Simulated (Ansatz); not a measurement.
Take a crystal in which Ga has been replaced by B on all its sites, with the cell rescaled by a rough guess (in some cases also distorted within its space group) and nothing relaxed:

```cif
data_structure
_symmetry_space_group_name_H-M 'P 1'
_symmetry_Int_Tables_number 1
_cell_length_a 2.4824
_cell_length_b 2.4824
_cell_length_c 2.4824
_cell_angle_alpha 126.922
_cell_angle_beta 126.922
_cell_angle_gamma 78.378
_cell_volume 9.47
loop_
_atom_site_label
_atom_site_type_symbol
_atom_site_fract_x
_atom_site_fract_y
_atom_site_fract_z
_atom_site_occupancy
B1 B 0.00000 0.00000 0.00000 1
```

All numbers below come from DFT PBEsol, scalar-relativistic, plane waves, PAW (Ansatz).

Settings: cutoff 420 eV, Γ-centred mesh 26×26×26 on the computed 1-atom cell, Gaussian smearing of 0.10 eV; no spin polarisation.

Q: What pressure does the cell carry?

A: The pressure is -44.9 GPa (positive in compression), so the cell would contract.

Q: Is it a metal on this mesh?

A: Yes, a band crosses the Fermi level.

This form isn't the element's structure at ambient conditions.